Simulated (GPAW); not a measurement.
# Dielectric function and optical constants of MgO (Periclase)

Aim: the dielectric function of MgO (Periclase), and the optical constants that follow from it. The cell comes from an older database entry, whose edges can differ from later determinations, mostly by under a per cent.

Main program and level: GPAW 26.7.0; DFT, LDA, plane-wave PAW (GPAW data sets), scalar-relativistic, RPA, optical limit.

The database entry behind the starting cell differs from later determinations by our own check (about 0.1 % long), so it need not match the best structure at ambient conditions.

### Step 1. Set-up

It takes space group Fm-3m (No. 225, cubic). The conventional cell has a = 4.217 Å, b = 4.217 Å, c = 4.217 Å, α = 90.00°, β = 90.00°, γ = 90.00°. Nearest to Mg lie 6 O at 2.11 Å. Nearest to O lie 6 Mg at 2.11 Å. Farther neighbours and most contacts between anions are not listed.

Coordinates:

```cif
data_structure
_symmetry_space_group_name_H-M 'P 1'
_symmetry_Int_Tables_number 1
_cell_length_a 2.9819
_cell_length_b 2.9819
_cell_length_c 2.9819
_cell_angle_alpha 60.000
_cell_angle_beta 60.000
_cell_angle_gamma 60.000
_cell_volume 18.75
loop_
_atom_site_label
_atom_site_type_symbol
_atom_site_fract_x
_atom_site_fract_y
_atom_site_fract_z
_atom_site_occupancy
Mg1 Mg 0.00000 0.00000 0.00000 1
O2 O 0.50000 0.50000 0.50000 1
```

### Step 2. Dielectric function, RPA

Local fields let the induced charge screen the field inside the cell, which as a rule lowers ε, most along directions where the density is uneven.

File df.py:

```python
from gpaw.response.df import DielectricFunction

df = DielectricFunction('full.gpw', frequencies={'type': 'nonlinear', 'domega0': 0.03, 'omega2': 8},
                        ecut=50,
                        eta=0.15,
                        nbands=20,
                        txt='df.txt')
for direction in ['x']:
    df.get_dielectric_function(xc='RPA', direction=direction, filename=f'df_{direction}.csv')
```

Launch:

```sh
$ OMP_NUM_THREADS=1 python df.py
```

Before running: what should come out for the electronic dielectric constant ε∞, mean over x, y and z (RPA)?

At this level (LDA, RPA) MgO has ε∞ = 3.11 and n = 1.77 at 1550 nm, and Im ε peaks at 10.9 eV. Local fields change the static value along x from 3.25 to 3.11 (-4 %). Distinct maxima of Im ε, read by a parabola through the highest points, lie at 8.79 eV (3.6), 9.23 eV (3.2), 10.02 eV (3.3) and 10.89 eV (4.9).

| Quantity | Value |
| --- | --- |
| electronic dielectric constant ε∞, mean over x, y and z (by symmetry where fewer were run) (RPA) | 3.11 |
| main peak of Im epsilon, first axis | 10.9 eV |

Excitons and phonon-assisted transitions are missing; LDA gaps are as a rule too small, which pulls the onset down and ε∞ up. The sum runs over mesh points, so small or evenly spaced maxima can still be ripples of the mesh. In this version of GPAW the matrix elements of the optical limit are incomplete, which can lower ε − 1 by up to a tenth where first-row anions or d states rule, and shift it by more in d metals.

[Machine, clock and banner lines and Python warnings are left out of the logs.]

[Logs are printed without paths, hosts, clocks, repeated set-up lines and the standing remarks that a program may print on its own settings, such as how far it seeks lower states.]

[Hosts, paths, dates, database ids (printed as entryN), source tags and the programs' standing remarks are cut or masked in the printed files.]
